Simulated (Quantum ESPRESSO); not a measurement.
Cu:

```
Cu
1.0
     0.00000    1.80750    1.80750
     1.80750    0.00000    1.80750
     1.80750    1.80750    0.00000
Cu
1
Cartesian
  0.0000 0.0000 0.0000
```

| Item | Value |
| --- | --- |
| Program | Quantum ESPRESSO 7.5 |
| Task | phonon dispersion |
| Functional | PBE |
| Potentials or basis | GBRV 1.5 PBE |
| Cutoff | 762 eV |
| Density cutoff | 6095 eV |
| k mesh | 14 × 14 × 14 |
| Occupations | cold, width 0.2 eV |
| Spin | no spin polarisation |
| Mixing beta | 0.5 |
| Most SCF iterations | 120 |
| SCF threshold | 2e-10 Ry |
| q mesh | 2 × 2 × 2 |

The cell and the atoms were relaxed first, to 11.94 Å³/atom (a = 2.566 Å, b = 2.566 Å, c = 2.566 Å, α = 60.00°, β = 60.00°, γ = 60.00°), and the response was taken there.

Problem. Is this structure dynamically stable at this level, and how far does the spectrum reach?

Solution. Yes, as far as this q mesh shows: no mode on the path is imaginary. The highest frequency is 246 cm⁻¹.

Phonon frequencies at the corners of the path (cm⁻¹, interpolated; i marks imaginary ones):
| point | frequencies |
| --- | --- |
| Γ | 0 0 0 |
| X | 168 168 241 |
| W | 169 208 208 |
| K | 154 199 223 |
| L | 116 116 246 |
| U | 154 199 223 |

Harmonic thermodynamics per atom at this volume (zero-point energy 30.4 meV, Debye temperature from the second moment 316 K):
```
 T (K)  free energy (meV)  entropy (k_B)  heat capacity Cv (k_B)
    50               30.1           0.29                    0.75
   100               26.9           1.22                    1.93
   200                9.0           2.84                    2.66
298.15              -20.0           3.94                    2.84
   500             -102.6           5.44                    2.94
   800             -262.7           6.83                    2.98
```

Phonon states per cell in windows of 20 cm⁻¹ (negative: imaginary):
| from (cm⁻¹) | total |
| --- | --- |
| 0 | 0.00 |
| 20 | 0.01 |
| 40 | 0.03 |
| 60 | 0.07 |
| 80 | 0.14 |
| 100 | 0.28 |
| 120 | 0.45 |
| 140 | 0.49 |
| 160 | 0.40 |
| 180 | 0.30 |
| 200 | 0.30 |
| 220 | 0.50 |
| 240 | 0.03 |

A q mesh this small can miss soft modes between its points.

Caveat: the q mesh is small, so phonon branches between its points and thermal values are rough.
